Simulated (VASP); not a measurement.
Here is a VASP 6.6.1 calculation.

Contents of POSCAR:

```
PtSe2                                   
1.0
    3.7585145495      0.0000000000      0.0000000000
   -1.8792572748      3.2549690766      0.0000000000
    0.0000000000      0.0000000000      4.8719663895
  Pt              Se            
     1     2
Direct
     0.0000000000000000    0.0000000000000000    0.0000000000000000
     0.3333333300000021    0.6666666699999979    0.2608756203605438
     0.6666666699999979    0.3333333300000021    0.7391243796394562
```

File INCAR.step1:

```
SYSTEM = PtSe2
  ALGO = Fast
  EDIFF = 1E-7
  ENCUT = 520
  GGA = PS
  ISIF = 2
  ISMEAR = 0
  LASPH = .TRUE.
  LCHARG = .TRUE.
  LMAXMIX = 4
  LREAL = .FALSE.
  LWAVE = .FALSE.
  NBANDS = 18
  NELM = 60
  PREC = Accurate
  SIGMA = 0.02
```

File KPOINTS.step1:

```
k-points
0
G
  9 9 6
  0 0 0
```

File INCAR.step2:

```
SYSTEM = PtSe2
  ALGO = Fast
  EDIFF = 1E-7
  ENCUT = 520
  GGA = PS
  ICHARG = 11
  ISIF = 2
  ISMEAR = 0
  LASPH = .TRUE.
  LCHARG = .FALSE.
  LMAXMIX = 4
  LREAL = .FALSE.
  LWAVE = .FALSE.
  NBANDS = 18
  NELM = 60
  PREC = Accurate
  SIGMA = 0.05
```

KPOINTS.step2

```
path GMKGALHA,LM,KH
15
line-mode
reciprocal
 0.0000000000  0.0000000000  0.0000000000  G
 0.5000000000  0.0000000000  0.0000000000  M

 0.5000000000  0.0000000000  0.0000000000  M
 0.3333333333  0.3333333333  0.0000000000  K

 0.3333333333  0.3333333333  0.0000000000  K
 0.0000000000  0.0000000000  0.0000000000  G

 0.0000000000  0.0000000000  0.0000000000  G
 0.0000000000  0.0000000000  0.5000000000  A

 0.0000000000  0.0000000000  0.5000000000  A
 0.5000000000  0.0000000000  0.5000000000  L

 0.5000000000  0.0000000000  0.5000000000  L
 0.3333333333  0.3333333333  0.5000000000  H

 0.3333333333  0.3333333333  0.5000000000  H
 0.0000000000  0.0000000000  0.5000000000  A

 0.5000000000  0.0000000000  0.5000000000  L
 0.5000000000  0.0000000000  0.0000000000  M

 0.3333333333  0.3333333333  0.0000000000  K
 0.3333333333  0.3333333333  0.5000000000  H
```

Potentials or basis: VASP PAW PBE potentials, release 64 (Pt, Se).

The run is started by

```bash
$ cat potpaw_PBE.64/Pt/POTCAR potpaw_PBE.64/Se/POTCAR > POTCAR
$ cp INCAR.step1 INCAR
$ cp KPOINTS.step1 KPOINTS
$ mpirun -np 1 vasp_std > vasp.out
$ cp INCAR.step2 INCAR
$ cp KPOINTS.step2 KPOINTS
$ mpirun -np 1 vasp_std > vasp.out
```

Question: Predict the band gap along the path.

Answer: None (metal or under the smearing width).

Levels at the corners of the path, in eV from the Fermi level:
| point | band 8 | band 9 | band 10 | band 11 | band 12 | band 13 | band 14 | band 15 |
| --- | --- | --- | --- | --- | --- | --- | --- | --- |
| Γ | -2.51 | -1.04 | -1.04 | 0.71 | 1.17 | 1.17 | 3.25 | 4.03 |
| M | -3.71 | -3.40 | -3.34 | -2.96 | 0.51 | 2.46 | 4.89 | 5.94 |
| M | -3.71 | -3.40 | -3.34 | -2.96 | 0.51 | 2.46 | 4.89 | 5.94 |
| K | -3.69 | -2.40 | -1.76 | -1.76 | -0.06 | -0.06 | 3.87 | 7.45 |
| K | -3.69 | -2.40 | -1.76 | -1.76 | -0.06 | -0.06 | 3.87 | 7.45 |
| Γ | -2.51 | -1.04 | -1.04 | 0.71 | 1.17 | 1.17 | 3.25 | 4.03 |
| Γ | -2.51 | -1.04 | -1.04 | 0.71 | 1.17 | 1.17 | 3.25 | 4.03 |
| A | -2.97 | -1.71 | -1.67 | -1.67 | 2.32 | 2.32 | 4.83 | 6.40 |
| A | -2.97 | -1.71 | -1.67 | -1.67 | 2.32 | 2.32 | 4.83 | 6.40 |
| L | -3.42 | -3.15 | -2.71 | -1.18 | 0.70 | 1.44 | 4.74 | 4.79 |
| L | -3.42 | -3.15 | -2.71 | -1.18 | 0.70 | 1.44 | 4.74 | 4.79 |
| H | -4.39 | -3.54 | -2.52 | -2.52 | 2.24 | 2.24 | 6.54 | 7.47 |
| H | -4.39 | -3.54 | -2.52 | -2.52 | 2.24 | 2.24 | 6.54 | 7.47 |
| A | -2.97 | -1.71 | -1.67 | -1.67 | 2.32 | 2.32 | 4.83 | 6.40 |
| L | -3.42 | -3.15 | -2.71 | -1.18 | 0.70 | 1.44 | 4.74 | 4.79 |
| M | -3.71 | -3.40 | -3.34 | -2.96 | 0.51 | 2.46 | 4.89 | 5.94 |
| K | -3.69 | -2.40 | -1.76 | -1.76 | -0.06 | -0.06 | 3.87 | 7.45 |
| H | -4.39 | -3.54 | -2.52 | -2.52 | 2.24 | 2.24 | 6.54 | 7.47 |

Caveat: the log is that of the step along the path at fixed density, whose energy, stress, charges and moments have no meaning; spin-orbit coupling is left out, which moves the levels of the heavy elements.
